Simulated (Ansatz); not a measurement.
**Telling polymorphs of BaTiO3 apart by ¹³⁷Ba**

Computed with Ansatz: DFT, PBE, plane waves and PAW, scalar-relativistic, 420 eV cutoff. Q(¹³⁷Ba) = 236.0 mb, I = 3/2. The cells come from the COD, with the atoms relaxed (PBE, cell held). Calculated pressures reach 4 GPa in size in them. Spin–orbit coupling is left out, which moves gradients at and beside heavy atoms (Ba) by some per cent and at some sites by far more.

Question: A calculated ¹³⁷Ba parameter set reads: |C_Q| = 3.15 MHz, η = 0.50. Which structure does it belong to?
A. Amm2, 5 atoms in the cell run; Ba site: 12 O at 2.76–2.93 Å
B. P4mm, 5 atoms in the cell run; Ba site: 12 O at 2.79–2.88 Å

Answer: A. BaTiO3 in Amm2 gives |C_Q| = 3.15 MHz, η = 0.50; there Ba has 12 O at 2.76–2.93 Å. BaTiO3 in P4mm gives |C_Q| = 3.96 MHz, η = 0.00; there Ba has 12 O at 2.79–2.88 Å.
